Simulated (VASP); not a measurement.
# AlAs (F-43m) in VASP: notebook

One crystal, AlAs, is run at these levels: PBEsol; tasks: single point.

All numbers are computed with VASP 6.6.1; they aren't measurements. Logs are shortened: lines on timing, memory, paths and dates and some standing lists are left out, and cuts for length are marked.

## Step 1: Starting point

The structure is cubic, space group F-43m (No. 216). Conventional cell: a = 5.682 Å, b = 5.682 Å, c = 5.682 Å, α = 90.00°, β = 90.00°, γ = 90.00°. Al (site symmetry -43m) has 4 As at 2.46 Å as nearest neighbours. As (site symmetry -43m) is surrounded by 4 Al at 2.46 Å.

The cell is a database's computed one.

## Step 2: Single point, PBEsol

INCAR

```
SYSTEM = AlAs
PREC = Accurate
ENCUT = 700
EDIFF = 1E-6
ISMEAR = 0
SIGMA = 0.02
LREAL = .FALSE.
LASPH = .TRUE.
NELM = 80
ALGO = Normal
ISIF = 2
LWAVE = .FALSE.
LCHARG = .TRUE.
GGA = PS
LELF = .TRUE.
LVHAR = .TRUE.
NBANDS = 11
```

KPOINTS

```
Automatic mesh
0
G
  8 8 8
  0 0 0
```

POSCAR

```
AlAs
1.0
    0.0000000000      2.8408800000      2.8408800000
    2.8408800000      0.0000000000      2.8408800000
    2.8408800000      2.8408800000      0.0000000000
Al As
1 1
Direct
    0.0000000000      0.0000000000      0.0000000000
    0.2500000000      0.2500000000      0.2500000000
```

Potentials or basis: VASP PAW PBE potentials, release 64 (Al, As).

Launch:

```
$ cat potpaw_PBE.64/Al/POTCAR potpaw_PBE.64/As/POTCAR > POTCAR
$ mpirun -np 1 vasp_std > vasp.out
```

OUTCAR:

```text
SYSTEM = AlAs
   PREC = Accurate
   ENCUT = 700
   EDIFF = 1E-6
   ISMEAR = 0
   LREAL = .FALSE.
   LASPH = .TRUE.
   NELM = 80
   ISIF = 2
   GGA = PS

 ion  position               nearest neighbor table
   1  0.000  0.000  0.000-   2 2.46   2 2.46   2 2.46   2 2.46
   2  0.250  0.250  0.250-   1 2.46   1 2.46   1 2.46   1 2.46

  LATTYP: Found a face centered cubic cell.
 ALAT       =     5.6817600000

  Lattice vectors:

 A1 = (   0.0000000000,   2.8408800000,   2.8408800000)
 A2 = (   2.8408800000,   0.0000000000,   2.8408800000)
 A3 = (   2.8408800000,   2.8408800000,   0.0000000000)

Analysis of symmetry for initial positions (statically):
=====================================================================
 Subroutine PRICEL returns:
 Original cell was already a primitive cell.

 Routine SETGRP: Setting up the symmetry group for a
 face centered cubic supercell.

 Subroutine GETGRP returns: Found 24 space group operations
 (whereof 24 operations were pure point group operations)
 out of a pool of 48 trial point group operations.

The static configuration has the point symmetry T_d .

Analysis of symmetry for dynamics (positions and initial velocities):
=====================================================================
 Subroutine PRICEL returns:
 Original cell was already a primitive cell.

 Routine SETGRP: Setting up the symmetry group for a
 face centered cubic supercell.

 Subroutine GETGRP returns: Found 24 space group operations
 (whereof 24 operations were pure point group operations)
 out of a pool of 48 trial point group operations.

The dynamic configuration has the point symmetry T_d .

 Subroutine INISYM returns: Found 24 space group operations
 (whereof 24 operations are pure point group operations),
 and found     1 'primitive' translations

----------------------------------------------------------------------------------------

                                     Primitive cell

  volume of cell :      45.8552

  direct lattice vectors                    reciprocal lattice vectors
     0.000000000  2.840880000  2.840880000    -0.176001802  0.176001802  0.176001802
     2.840880000  0.000000000  2.840880000     0.176001802 -0.176001802  0.176001802
     2.840880000  2.840880000  0.000000000     0.176001802  0.176001802 -0.176001802

  length of vectors
     4.017611025  4.017611025  4.017611025     0.304844064  0.304844064  0.304844064

  position of ions in fractional coordinates (direct lattice)
     0.000000000  0.000000000  0.000000000
     0.250000000  0.250000000  0.250000000

  ion indices of the primitive-cell ions
   primitive index   ion index
                 1           1
                 2           2

----------------------------------------------------------------------------------------

 KPOINTS: Automatic mesh

Automatic generation of k-mesh.
 Grid dimensions read from file:
 generate k-points for:    8    8    8

 Generating k-lattice:

  Cartesian coordinates                     Fractional coordinates (reciprocal lattice)
    -0.022000225  0.022000225  0.022000225     0.125000000  0.000000000  0.000000000
     0.022000225 -0.022000225  0.022000225     0.000000000  0.125000000  0.000000000
     0.022000225  0.022000225 -0.022000225     0.000000000  0.000000000  0.125000000

  Length of vectors
     0.038105508  0.038105508  0.038105508

  Shift w.r.t. Gamma in fractional coordinates (k-lattice)
     0.000000000  0.000000000  0.000000000

 Subroutine IBZKPT returns following result:
 ===========================================

 Found     29 irreducible k-points:

 Following reciprocal coordinates:
            Coordinates               Weight
  0.000000  0.000000  0.000000      1.000000
  0.125000  0.000000  0.000000      8.000000
  0.250000  0.000000  0.000000      8.000000
  0.375000  0.000000  0.000000      8.000000
  0.500000  0.000000  0.000000      4.000000
  0.125000  0.125000  0.000000      6.000000
[... 16 lines left out ...]
  0.500000  0.250000  0.125000     48.000000
 -0.375000  0.250000  0.125000     24.000000
 [... further k-points ...]
   k-points           NKPTS =     29   k-points in BZ     NKDIM =     29   number of bands    NBANDS=     11
   number of dos      NEDOS =    301   number of ions     NIONS =      2
   total plane-waves  NPLWV =  46656
   dimension x,y,z NGX =    36 NGY =   36 NGZ =   36
   dimension x,y,z NGXF=    72 NGYF=   72 NGZF=   72
   ions per type =               1   1
   NGX,Y,Z   is equivalent  to a cutoff of  14.90, 14.90, 14.90 a.u.
   NGXF,Y,Z  is equivalent  to a cutoff of  29.79, 29.79, 29.79 a.u.
 SYSTEM =  AlAs
   PREC   = accura    normal or accurate (medium, high low for compatibility)
   ISTART =      0    job   : 0-new  1-cont  2-samecut
   ICHARG =      2    charge: 1-file 2-atom 10-const
   ISPIN  =      1    spin polarized calculation?
   LNONCOLLINEAR =      F non collinear calculations
   LSORBIT =      F    spin-orbit coupling
   LASPH  =      T    aspherical Exc in radial PAW
   ENCUT  =  700.0 eV  51.45 Ry    7.17 a.u.   8.67  8.67  8.67*2*pi/ulx,y,z
   NELM   =     80;   NELMIN=  2; NELMDL= -5     # of ELM steps
   EDIFF  = 0.1E-05   stopping-criterion for ELM
   LREAL  =      F    real-space projection
   EDIFFG = 0.1E-04   stopping-criterion for IOM
   NSW    =      0    number of steps for IOM
   IBRION =     -1    ionic relax: 0-MD 1-quasi-New 2-CG
   NFREE  =      0    steps in history (QN), initial steepest desc. (CG)
   ISIF   =      2    stress and relaxation
   ISYM   =      2    0-nonsym 1-usesym 2-fastsym
   POTIM  = 0.5000    time-step for ionic-motion
   TEBEG  =    0.0;   TEEND  =   0.0 temperature during run
   PSTRESS=    0.0 pullay stress
   NELECT =       8.0000    total number of electrons
   NUPDOWN=      -1.0000    fix difference up-down
   EMIN   =  10.00;   EMAX   =-10.00  energy-range for DOS
   EFERMI =   0.00;   METHOD = LEGACY
   ISMEAR =     0;   SIGMA  =   0.02  broadening in eV -4-tet -1-fermi 0-gaus
   EFERMI_NEDOS =   21; number of points for ismear=-14 and -15
   IALGO  =     38    algorithm
   IMIX   =      4    mixing-type and parameters
     AMIX     =   0.40;   BMIX     =  1.00
     AMIX_MAG =   1.60;   BMIX_MAG =  1.00
  volume/ion in A,a.u.               =      22.93       154.72
  Fermi-wavevector in a.u.,A,eV,Ry     =   0.914763  1.728651 11.385238  0.836791
  Thomas-Fermi vector in A             =   2.039427
   LORBIT       =      0    0 simple, 1 ext, 2 COOP (PROOUT), +10 PAW based schemes
   GGA     = PS    functional components
   LHFCALC =     F    Hartree Fock is set to
   AEXX    =    0.0000 exact exchange contribution
   IVDW    =     0    specifies the selected vdW correction
   LEPSILON=     F    determine dielectric tensor
   LRPA    =     F    only Hartree local field effects (RPA)
 non-spin polarized calculation
 Gauss-broadening in eV      SIGMA  =   0.02
  energy-cutoff  :      700.00
  volume of cell :       45.86
 maximum number of plane-waves:      1964
   NGX = 17   NGY = 17   NGZ = 17

 number of electron       8.0000000 magnetization

 Free energy of the ion-electron system (eV)
  ---------------------------------------------------
  ext. energy  EPLUGINS =         0.00000000
  ---------------------------------------------------
  free energy    TOTEN  =       -10.06507708 eV

  energy without entropy =      -10.06507708  energy(sigma->0) =      -10.06507708

 E-fermi :   3.8708     XC(G=0):  -9.1530

 val. band max:        3.7084207118   @ k =   0.0000   0.0000   0.0000
 cond. band min:       5.0463879078   @ k =   0.5000   0.5000   0.0000
 fundamental gap:      1.3379671960
 Fermi energy:         3.8708392516

 k-point     1 :       0.0000    0.0000    0.0000
  band No.  band energies     occupation
      1      -8.1167      2.00000
      2       3.7084      2.00000
      3       3.7084      2.00000
      4       3.7084      2.00000
      5       5.6018      0.00000
      6       7.9525      0.00000
      7       7.9525      0.00000
      8       7.9525      0.00000
      9      12.3585      0.00000
     10      12.6767      0.00000
     11      12.6767      0.00000

 k-point     2 :       0.1250    0.0000    0.0000
  band No.  band energies     occupation
      1      -7.9655      2.00000
      2       2.2654      2.00000
      3       3.5485      2.00000
      4       3.5485      2.00000
      5       6.3801      0.00000
      6       8.2320      0.00000
      7       8.2320      0.00000
      8       8.3251      0.00000
      9      12.0541      0.00000
     10      12.0541      0.00000
     11      13.0886      0.00000

 k-point     3 :       0.2500    0.0000    0.0000
  band No.  band energies     occupation
      1      -7.5459      2.00000
      2       0.3184      2.00000
      3       3.2332      2.00000
      4       3.2332      2.00000
      5       6.2203      0.00000
      6       8.5676      0.00000
      7       8.5676      0.00000
      8      10.0230      0.00000
      9      11.9425      0.00000
     10      11.9425      0.00000
     11      12.9043      0.00000

 k-point     4 :       0.3750    0.0000    0.0000
  band No.  band energies     occupation
      1      -7.0039      2.00000
      2      -1.2164      2.00000
      3       2.9817      2.00000
      4       2.9817      2.00000
      5       5.8778      0.00000
      6       8.4490      0.00000
      7       8.4490      0.00000
      8      11.2403      0.00000
      9      13.2315      0.00000
     10      13.2315      0.00000
     11      13.2539      0.00000
[... 239 lines left out ...]
 k-point    22 :       0.3750    0.2500    0.1250
  band No.  band energies     occupation
      1      -7.1953      2.00000
      2      -0.0563      2.00000
      3       1.7580      2.00000
      4       2.7363      2.00000
      5       7.2268      0.00000
      6       7.8874      0.00000
      7       8.9224      0.00000
      8      10.1617      0.00000
      9      11.7822      0.00000
     10      14.0318      0.00000
     11      15.5741      0.00000

 k-point    23 :       0.5000    0.2500    0.1250
  band No.  band energies     occupation
      1      -6.7080      2.00000
      2      -1.0585      2.00000
      3       1.1713      2.00000
      4       2.3551      2.00000
      5       7.3044      0.00000
      6       8.0791      0.00000
      7       9.4021      0.00000
      8      10.4919      0.00000
      9      12.9327      0.00000
     10      14.1359      0.00000
     11      15.7147      0.00000

 k-point    24 :      -0.3750    0.2500    0.1250
  band No.  band energies     occupation
      1      -6.4567      2.00000
      2      -1.5329      2.00000
      3       1.0196      2.00000
      4       2.1723      2.00000
      5       7.2939      0.00000
      6       7.8606      0.00000
      7      10.3076      0.00000
      8      11.2383      0.00000
      9      11.9598      0.00000
     10      14.5805      0.00000
     11      15.8368      0.00000

 [... further k-points ...]
[... 5 lines left out ...]
  --------------------------------------------------------------------------------------
  -------------------------------------------------------------------------------------
  Total       -0.0001131     -0.0001131     -0.0001131     -0.0000000      0.0000000     -0.0000000
  in kB       -0.0039500     -0.0039500     -0.0039500     -0.0000000      0.0000000     -0.0000000
  external PRESSURE =      -0.0039500 kB  Pullay stress =       0.0000000 kB

 VOLUME and BASIS-vectors are now :
 -----------------------------------------------------------------------------
  energy-cutoff  :      700.00
  volume of cell :       45.86
      direct lattice vectors                 reciprocal lattice vectors
     0.000000000  2.840880000  2.840880000    -0.176001802  0.176001802  0.176001802
     2.840880000  0.000000000  2.840880000     0.176001802 -0.176001802  0.176001802
     2.840880000  2.840880000  0.000000000     0.176001802  0.176001802 -0.176001802

 POSITION                                       TOTAL-FORCE (eV/Angst)
 -----------------------------------------------------------------------------------
      0.00000      0.00000      0.00000         0.000000      0.000000     -0.000000
      1.42044      1.42044      1.42044        -0.000000     -0.000000      0.000000
 -----------------------------------------------------------------------------------
    total drift:                               -0.000000     -0.000000     -0.000000

  FREE ENERGIE OF THE ION-ELECTRON SYSTEM (eV)
  ---------------------------------------------------
  free  energy   TOTEN  =       -10.0650770775 eV

  energy  without entropy=      -10.0650770775  energy(sigma->0) =      -10.06507708
```

It took 19 s on 1 thread of Intel Xeon Platinum 8488C (Sapphire Rapids), shared host; peak memory 0.2 GiB.

Results:

| Property | Result |
| --- | --- |
| Free energy | -10.0651 eV |
| Pressure | 0.0 GPa |
| Band gap on the k mesh | 1.34 eV, indirect (least direct gap 1.89 eV) |

Caveat: the PAW data sets were made with another functional, which shifts forces and pressure a little.

## Step 3: Single point, PBEsol

Changes to INCAR since step 2:

```diff
@@ -2,3 +2,3 @@
 PREC = Accurate
-ENCUT = 700
+ENCUT = 520
 EDIFF = 1E-6
```

KPOINTS

```
Automatic mesh
0
G
  12 12 12
  0 0 0
```

POSCAR is that of step 2.

Potentials or basis: VASP PAW PBE potentials, release 64 (Al, As).

Launch:

```
$ cat potpaw_PBE.64/Al/POTCAR potpaw_PBE.64/As/POTCAR > POTCAR
$ mpirun -np 1 vasp_std > vasp.out
```

It took 26 s on 1 thread of Intel Xeon Platinum 8488C (Sapphire Rapids), shared host; peak memory 0.19 GiB.

The run converged. Its results:

| Property | Result |
| --- | --- |
| Free energy | -10.0666 eV |
| Pressure | 0.0 GPa |
| Band gap on the k mesh | 1.34 eV, indirect (least direct gap 1.89 eV) |

Levels at points of the mesh, in eV from the valence-band top:
```csv
k point,band 1,band 2,band 3,band 4,band 5,band 6,band 7,band 8
"(0.00, 0.00, 0.00)",-11.83,0.00,0.00,0.00,1.89,4.25,4.25,4.25
"(0.50, 0.00, 0.00)",-10.42,-5.55,-0.82,-0.82,2.04,4.62,4.62,7.56
"(0.50, 0.50, 0.00)",-9.88,-5.40,-2.16,-2.16,1.34,2.22,10.20,10.20
```

Caveat: the PAW data sets were made with another functional, which shifts forces and pressure a little.
